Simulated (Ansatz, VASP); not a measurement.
# NaHF2 in VASP and in Ansatz

```xyz
4
Lattice="1.7388 1.0039 4.5780 -1.7388 1.0039 4.5780 0.0000 -2.0077 4.5780" Properties=species:S:1:pos:R:3 pbc="T T T"
Na    0.0000    0.0000    0.0000
H     0.0000    0.0000    6.8670
F     0.0000    0.0000    5.7249
F     0.0000    0.0000    8.0090
```

Alike in both runs: functional PBEsol; k mesh 9 × 9 × 9; occupations gaussian, width 0.02 eV; no spin polarisation.

Ansatz relaxed the structure, and its values are those at the end. VASP's run is a single point on that final structure, the one shown.

|  | VASP | Ansatz |
| --- | --- | --- |
| version | VASP 6.6.1 | Ansatz 0.2.0 |
| potentials or method | VASP PAW PBE potentials, release 64 (Na_pv, H, F) | scalar-relativistic, plane waves, PAW |
| plane-wave cutoff (eV) | 520 | 420 |
| valence electrons in the cell | 22 | 24 |

VASP gave:

```
gap on the k mesh at the Fermi level (eV) : 6.89
least direct gap on the mesh (eV)         : 7.05
pressure (GPa)                            : 0.0
rms of the force components (eV/Å)        : 0.025
```

Question: Which values does Ansatz return?

Answer: gap on the k mesh at the Fermi level (eV): 6.91; least direct gap on the mesh (eV): 7.07; pressure (GPa): 0.0; rms of the force components (eV/Å): 0.000.

The two sets of potentials don't hold the same shells in valence.

Caveats: the PAW data sets were made with another functional, which shifts forces and pressure a little (VASP); an odd mesh through Γ misses points on the zone boundary, where band edges often lie.
